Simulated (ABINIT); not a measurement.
# Nb (Im-3m) in ABINIT: equation of state with r2SCAN

Aim: the equation of state of Nb with r2SCAN.

Program: ABINIT 10.8.3 (patched build). These are calculated values, not measurements. Logs are shortened: lines on timing, memory, paths and dates and some standing lists are left out, and cuts for length are marked. The log counts tension as positive stress, the text compression.

**What was measured.**

From “Pressure effects on the electronic structure and superconductivity of (TaNb)0.67(HfZrTi)0.33 high entropy alloy”, 2019, arxiv:1910.08312, for a bulk crystal of Nb: bulk modulus 169 GPa.

The runs below are set against these values where they give the same quantity.

### 1 Starting point

It takes space group Im-3m (No. 229, cubic). Conventional cell: a = 3.328 Å, b = 3.328 Å, c = 3.328 Å, α = 90.00°, β = 90.00°, γ = 90.00°. Nb (site symmetry m-3m) has 8 Nb at 2.88 Å as nearest neighbours.

### 2 Equation of state, r2SCAN

The input, run.abi:

```
# Datasets: one volume each
ndtset 7
getwfk -1
scalecart1 3*0.9795861087
scalecart2 3*0.9864848297
scalecart3 3*0.9932883884
scalecart4 3*1.0000000000
scalecart5 3*1.0066227096
scalecart6 3*1.0131594038
scalecart7 3*1.0196128224

# Pseudopotentials
pp_dirpath "./"
pseudos "Nb.GGA_PBE-JTH.xml"

# Structure
acell 5.4462775076 5.4462775076 5.4462775076
rprim
    -0.5773502692     0.5773502692     0.5773502692
     0.5773502692    -0.5773502692     0.5773502692
     0.5773502692     0.5773502692    -0.5773502692
ntypat 1
znucl 41
natom 1
typat 1
xred
     0.0000000000     0.0000000000     0.0000000000

# Plane-wave basis
ecut 19.0
pawecutdg 38.0

# k points
kptopt 1
ngkpt 11 11 11
nshiftk 1
shiftk 0.0 0.0 0.0

# Exchange and correlation
ixc -497498
usekden 1
pawxcdev 0

# Bands and occupations
nband 11
occopt 3
tsmear 0.05 eV

# SCF cycle
nstep 100
tolvrs 1.0e-7

# Output
iomode 3
prtwf 1
prtden 0
prteig 0
prtebands 0
enunit 2
```

Potentials or basis: JTH PAW PBE v2.0.

Run with:

```sh
$ abinit run.abi > log 2>&1
```

run.abo:

```text
.Version 10.8.3 of ABINIT
 DATASET    1 : space group Im -3 m (#229); Bravais cI (body-center cubic)
================================================================================
 Values of the parameters that define the memory need for DATASET  1.
     intxc =       0    ionmov =       0      iscf =      17    lmnmax =      18
     lnmax =       6     mgfft =      24  mpssoang =       3    mqgrid =    3001
     natom =       1  nloc_mem =       2    nspden =       1   nspinor =       1
    nsppol =       1      nsym =      48    n1xccc =       1    ntypat =       1
    occopt =       3   xclevel =       2
       mpw =         472          nfft =       13824          nkpt =          56
 PAW method is used; the additional fine FFT grid is defined by:
   mgfftf=        30    nfftf =     27000
================================================================================
================================================================================
[... 71 lines left out ...]
 DATASET    7 : space group Im -3 m (#229); Bravais cI (body-center cubic)
================================================================================
 Values of the parameters that define the memory need for DATASET  7.
     intxc =       0    ionmov =       0      iscf =      17    lmnmax =      18
     lnmax =       6     mgfft =      24  mpssoang =       3    mqgrid =    3001
     natom =       1  nloc_mem =       2    nspden =       1   nspinor =       1
    nsppol =       1      nsym =      48    n1xccc =       1    ntypat =       1
    occopt =       3   xclevel =       2
       mpw =         539          nfft =       13824          nkpt =          56
 PAW method is used; the additional fine FFT grid is defined by:
   mgfftf=        32    nfftf =     32768
================================================================================
================================================================================

--------------------------------------------------------------------------------
------------- Echo of variables that govern the present computation ------------
--------------------------------------------------------------------------------
 -outvars: echo values of preprocessed input variables --------
            acell      5.4462775076E+00  5.4462775076E+00  5.4462775076E+00 Bohr
              amu      9.29063800E+01
             ecut      1.90000000E+01 Hartree
           enunit           2
           getwfk          -1
                       outvar_i_n : Printing only first  50 k-points.
              ixc     -497498
           jdtset        1    2    3    4    5    6    7
                       outvar_i_n : Printing only first  50 k-points.
         kptrlatt       11    0    0      0   11    0      0    0   11
          kptrlen1     5.86860757E+01
          kptrlen2     5.90993715E+01
          kptrlen3     5.95069663E+01
          kptrlen4     5.99090526E+01
          kptrlen5     6.03058128E+01
          kptrlen6     6.06974200E+01
          kptrlen7     6.10840382E+01
            natom           1
            nband          11
           ndtset           7
            ngfft          24      24      24
          ngfftdg1         30      30      30
          ngfftdg2         30      30      30
          ngfftdg3         32      32      32
          ngfftdg4         32      32      32
          ngfftdg5         32      32      32
          ngfftdg6         32      32      32
          ngfftdg7         32      32      32
             nkpt          56
            nstep         100
             nsym          48
           ntypat           1
                       prtocc : prtvol=0, do not print more k-points.
           occopt           3
        pawecutdg      3.80000000E+01 Hartree
         pawxcdev           0
           prtden           0
        prtebands           0
           prteig           0
          prtkden           1
            rprim1    -5.6556430356E-01  5.6556430356E-01  5.6556430356E-01
                       5.6556430356E-01 -5.6556430356E-01  5.6556430356E-01
                       5.6556430356E-01  5.6556430356E-01 -5.6556430356E-01
            rprim2    -5.6954728199E-01  5.6954728199E-01  5.6954728199E-01
                       5.6954728199E-01 -5.6954728199E-01  5.6954728199E-01
                       5.6954728199E-01  5.6954728199E-01 -5.6954728199E-01
            rprim3    -5.7347531844E-01  5.7347531844E-01  5.7347531844E-01
                       5.7347531844E-01 -5.7347531844E-01  5.7347531844E-01
                       5.7347531844E-01  5.7347531844E-01 -5.7347531844E-01
            rprim4    -5.7735026920E-01  5.7735026920E-01  5.7735026920E-01
                       5.7735026920E-01 -5.7735026920E-01  5.7735026920E-01
                       5.7735026920E-01  5.7735026920E-01 -5.7735026920E-01
            rprim5    -5.8117389237E-01  5.8117389237E-01  5.8117389237E-01
                       5.8117389237E-01 -5.8117389237E-01  5.8117389237E-01
                       5.8117389237E-01  5.8117389237E-01 -5.8117389237E-01
            rprim6    -5.8494785453E-01  5.8494785453E-01  5.8494785453E-01
                       5.8494785453E-01 -5.8494785453E-01  5.8494785453E-01
                       5.8494785453E-01  5.8494785453E-01 -5.8494785453E-01
            rprim7    -5.8867373749E-01  5.8867373749E-01  5.8867373749E-01
                       5.8867373749E-01 -5.8867373749E-01  5.8867373749E-01
                       5.8867373749E-01  5.8867373749E-01 -5.8867373749E-01
          spgroup         229
           tolvrs      1.00000000E-07
           tsmear      1.83746611E-03 Hartree
            typat      1
          usekden           1
           useylm           1
                       outvars : Printing only first  50 k-points.
            znucl       41.00000

================================================================================

 chkinp: Checking input parameters for consistency, jdtset=   1.

 chkinp: Checking input parameters for consistency, jdtset=   2.

 chkinp: Checking input parameters for consistency, jdtset=   3.

 chkinp: Checking input parameters for consistency, jdtset=   4.
[... 30 lines left out ...]
 getcut : COMMENT -
  Note that boxcut > 2.2 ; recall that boxcut=Gcut(box)/Gcut(sphere) = 2
  is sufficient for exact treatment of convolution.
  Such a large boxcut is a waste : you could raise ecut
  e.g. ecut=   24.965914 Hartrees makes boxcut=2

 Fine grid specifications (used for densities):

 getcut: wavevector=  0.0000  0.0000  0.0000  ngfft=  30  30  30
         ecut(hartree)=     38.000   => boxcut(ratio)=   2.02638

--- Pseudopotential description ------------------------------------------------
- pspini: atom type   1  psp file is ./Nb.GGA_PBE-JTH.xml
 Pseudopotential format is: paw10
 basis_size (lnmax)=  6 (lmn_size= 18), orbitals=   0   0   1   1   2   2
 Spheres core radius: rc_sph= 2.22094190
 Shapefunction is BESSEL type: shapef(r,l)=aa(1,l)*jl(q(1,l)*r)+aa(2,l)*jl(q(2,l)*r)
 Radius for shape functions =  1.90969629
 Compensation charge density is not taken into account in XC energy/potential

   2.03574856E+02                                ecore*ucvol(ha*bohr**3)
--------------------------------------------------------------------------------

================================================================================

--- !BeginCycle
iteration_state: {dtset: 1, }
solver: {iscf: 17, nstep: 100, nline: 4, wfoptalg: 10, }
tolerances: {tolvrs: 1.00E-07, }
...

     iter   Etot(hartree)      deltaE(h)  residm     nres2
 ETOT  1  -43.810296814623    -4.381E+01 6.062E-01 4.971E+00
 ETOT  2  -43.688069569059     1.222E-01 5.349E-02 5.045E-01
 ETOT  3  -43.689069148785    -9.996E-04 1.693E-02 1.232E-01
 ETOT  4  -43.689432377966    -3.632E-04 2.445E-03 1.212E-03
 ETOT  5  -43.689439556344    -7.178E-06 1.802E-03 1.634E-04
 ETOT  6  -43.689439816778    -2.604E-07 3.300E-04 3.927E-06
 ETOT  7  -43.689439813284     3.493E-09 1.248E-04 2.292E-07
 ETOT  8  -43.689439814357    -1.073E-09 1.675E-04 5.849E-08
[... 1266 lines left out ...]
 Cartesian components of stress tensor (hartree/bohr^3)
  sigma(1 1)=  4.19691998E-04  sigma(3 2)=  0.00000000E+00
  sigma(2 2)=  4.19691998E-04  sigma(3 1)=  0.00000000E+00
  sigma(3 3)=  4.19691998E-04  sigma(2 1)=  0.00000000E+00

-Cartesian components of stress tensor (GPa)         [Pressure= -1.2348E+01 GPa]
- sigma(1 1)=  1.23477649E+01  sigma(3 2)=  0.00000000E+00
- sigma(2 2)=  1.23477649E+01  sigma(3 1)=  0.00000000E+00
- sigma(3 3)=  1.23477649E+01  sigma(2 1)=  0.00000000E+00

== END DATASET(S) ==============================================================
================================================================================

 -outvars: echo values of variables after computation  --------
            acell      5.4462775076E+00  5.4462775076E+00  5.4462775076E+00 Bohr
           etotal1    -4.3689439814E+01
           etotal2    -4.3689956575E+01
           etotal3    -4.3690135159E+01
           etotal4    -4.3689996679E+01
           etotal5    -4.3689574647E+01
           etotal6    -4.3688888096E+01
           etotal7    -4.3687971101E+01
            fcart1    -0.0000000000E+00 -0.0000000000E+00 -0.0000000000E+00
            fcart2    -0.0000000000E+00 -0.0000000000E+00 -0.0000000000E+00
            fcart3    -0.0000000000E+00 -0.0000000000E+00 -0.0000000000E+00
            fcart4    -0.0000000000E+00 -0.0000000000E+00 -0.0000000000E+00
            fcart5    -0.0000000000E+00 -0.0000000000E+00 -0.0000000000E+00
            fcart6    -0.0000000000E+00 -0.0000000000E+00 -0.0000000000E+00
            fcart7    -0.0000000000E+00 -0.0000000000E+00 -0.0000000000E+00
            rprim1    -5.6556430356E-01  5.6556430356E-01  5.6556430356E-01
                       5.6556430356E-01 -5.6556430356E-01  5.6556430356E-01
                       5.6556430356E-01  5.6556430356E-01 -5.6556430356E-01
            rprim2    -5.6954728199E-01  5.6954728199E-01  5.6954728199E-01
                       5.6954728199E-01 -5.6954728199E-01  5.6954728199E-01
                       5.6954728199E-01  5.6954728199E-01 -5.6954728199E-01
            rprim3    -5.7347531844E-01  5.7347531844E-01  5.7347531844E-01
                       5.7347531844E-01 -5.7347531844E-01  5.7347531844E-01
[... 9 lines left out ...]
                       5.8494785453E-01  5.8494785453E-01 -5.8494785453E-01
            rprim7    -5.8867373749E-01  5.8867373749E-01  5.8867373749E-01
                       5.8867373749E-01 -5.8867373749E-01  5.8867373749E-01
                       5.8867373749E-01  5.8867373749E-01 -5.8867373749E-01
           strten1    -2.7377702249E-04 -2.7377702249E-04 -2.7377702249E-04
                       0.0000000000E+00  0.0000000000E+00  0.0000000000E+00
           strten2    -1.3090261996E-04 -1.3090261996E-04 -1.3090261996E-04
                       0.0000000000E+00  0.0000000000E+00  0.0000000000E+00
           strten3     7.3576360985E-07  7.3576360985E-07  7.3576360985E-07
                       0.0000000000E+00  0.0000000000E+00  0.0000000000E+00
           strten4     1.2136716253E-04  1.2136716253E-04  1.2136716253E-04
                       0.0000000000E+00  0.0000000000E+00  0.0000000000E+00
           strten5     2.3099190483E-04  2.3099190483E-04  2.3099190483E-04
                       0.0000000000E+00  0.0000000000E+00  0.0000000000E+00
           strten6     3.3019368359E-04  3.3019368359E-04  3.3019368359E-04
                       0.0000000000E+00  0.0000000000E+00  0.0000000000E+00
           strten7     4.1969199825E-04  4.1969199825E-04  4.1969199825E-04
                       0.0000000000E+00  0.0000000000E+00  0.0000000000E+00
 Calculation completed.
```

It took 2.7 min on 1 thread of Arm Neoverse V2, shared host; peak memory 0.14 GiB.

Results:

```
Equilibrium volume                      : 18.08 Å³/atom
Bulk modulus                            : 181 GPa
Pressure derivative of the bulk modulus : 3.6 (rough: it moves with the points fitted)
```

Energy against volume, from the lowest point:
| volume (Å³/atom) | energy (meV/atom) |
| --- | --- |
| 17.322 | 18.92 |
| 17.691 | 4.86 |
| 18.060 | 0.00 |
| 18.428 | 3.77 |
| 18.797 | 15.25 |
| 19.165 | 33.93 |
| 19.534 | 58.89 |

Caveat: pressures at fixed basis lie under the slope of the energies; the PAW data sets were made with another functional, which shifts forces and pressure a little.

### 3 Against experiment

Step 2. Measured bulk modulus of Nb: 169 GPa (quoted in “Pressure effects on the electronic structure and superconductivity of (TaNb)0.67(HfZrTi)0.33 high entropy alloy”, 2019, arxiv:1910.08312). This calculation gives 181 GPa (+7.0 %). The fit is for a static lattice scaled at fixed shape and fixed fractional positions.
